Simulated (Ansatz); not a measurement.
Field gradients against strain in MgI₂

```xyz
3
Lattice="4.1537 0.0000 0.0000 -2.0769 3.5972 0.0000 0.0000 0.0000 6.8620" Properties=species:S:1:pos:R:3 pbc="T T T"
Mg    0.0000    0.0000    0.0000
I     0.0000    2.3981    5.1989
I     2.0769    1.1991    1.6631
```

Atom numbers follow the list: Mg1, I2, I3.

The structure is an experimental refinement, used without relaxation.

The calculation used DFT, PBEsol, all-electron PAW with datasets made for the crystal, scalar-relativistic (Ansatz 0.2.0).

Settings: a Γ-centred 7×7×4 k mesh, Fermi–Dirac smearing of 0.03 eV, cutoff 260 eV (chosen by the program for this cell), no spin polarisation.

The strain is applied along the Cartesian axes of the cell as listed (the other components stay zero). Fractional coordinates are held (clamped ions).

The columns are Cartesian components of the electric field gradient at the nuclei, in 10²¹ V/m².

Spin–orbit coupling is left out, which moves gradients at and beside heavy atoms by some per cent and at worst by a factor of two.

Only quantities that a quadratic follows smoothly over the whole series are listed; rougher ones are left out.

```csv
εzz,Vzz at I2
-0.0200,-6.89
0.0000,-5.05
0.0100,-4.13
0.0200,-3.21
```

Question: Fit the series and give the gradient–strain slopes.

Answer: Least-squares fits y = p0 + p1 x + p2 x² to the rows give Vzz at I2: p1 = 92, p2 = 1.3e-11. The slopes p1 are in 10²¹ V/m² per unit strain, for clamped ions.

Question: One run, at εzz = -0.0100, is withheld. Predict its row.

Answer: The fits give -5.97; the run gave -5.97.
